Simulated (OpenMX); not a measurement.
Te:

```
Te
1.0
     4.45400    0.00000    0.00000
    -2.22700    3.85728    0.00000
     0.00000    0.00000    5.92400
Te
3
Direct
  0.73100 0.73100 0.00000
  0.00000 0.26900 0.66667
  0.26900 0.00000 0.33333
```

Base run:

| Item | Value |
| --- | --- |
| Program | OpenMX 3.8.5 |
| Functional | PBE |
| Potentials or basis | OpenMX 2013 PBE set, Te7.0-s3p2d2f1, grid cutoff 500 Ry |
| k mesh | 5 × 5 × 5 |
| Occupations | fermi-dirac, width 0.05 eV |
| Spin | no spin polarisation |

Its results: band gap on the k mesh 0.65 eV, indirect (least direct gap 0.93 eV); pressure 3.4 GPa; largest force 0.677 eV/Å.

The run is repeated on the same cell with these changes: dispersion from none to D4. What comes out?

Band gap on the k mesh 0.65 eV, indirect (least direct gap 0.93 eV); pressure 1.2 GPa; largest force 0.682 eV/Å.

Dispersion adds attraction, which lowers the pressure at fixed volume and, as a term added to the energy, leaves the levels alone.

Caveats: spin-orbit coupling is left out, which moves the levels of the heavy elements; an odd mesh through Γ misses points on the zone boundary, where band edges often lie; the basis of atomic orbitals isn't converged, which shifts pressures, moduli and gaps.

Not every run made on this cell is shown here.
